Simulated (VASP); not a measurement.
**TiSi under changes of volume**

One of the cells (14.093 Å³/atom); the others are scaled copies at fixed shape and fractional positions:

```xyz
2
Lattice="1.8185 -2.0313 0.0000 1.8185 2.0313 0.0000 0.0000 0.0000 3.8152" Properties=species:S:1:pos:R:3 pbc="T T T"
Ti    1.8185    0.0000    0.0000
Si    0.0000    0.0000    1.9076
```

The cell comes from a database or a generator and needn't be the stable form of this composition.

* Program: VASP 6.6.1
* Functional: PBEsol
* Potentials or basis: VASP PAW PBE potentials, release 64 (Ti_sv, Si)
* Cutoff: 520 eV
* k mesh: 8 × 8 × 6
* Occupations: fermi-dirac, width 0.05 eV
* Spin: no spin polarisation

| volume (Å³/atom) | energy over the lowest point (meV/atom) | pressure (GPa) |
| --- | --- | --- |
| 13.529 | 11.23 | 6.5 |
| 13.811 | 2.75 | 3.1 |
| 14.093 | 0.00 | 0.0 |
| 14.375 | ? | ? |
| 14.657 | 9.68 | -5.4 |

Q: What does the run at 14.375 Å³/atom give?

A: Energy over the lowest point 2.49 meV/atom; pressure -2.8 GPa.

Worked out: A Birch-Murnaghan fit of order 2 (a polynomial in V^(-2/3)) to the other rows has its minimum at 14.10 Å³/atom with B0 = V·E''(V) = 148 GPa at fixed shape and positions, which overstates the stiffness. It gives 2.49 meV/atom at 14.375 Å³/atom, against the run's 2.49, and -dE/dV = -2.8 GPa, against -2.8.

Energies are extrapolated to zero smearing.

Caveats: the PAW data sets were made with another functional, which shifts forces and pressure a little.
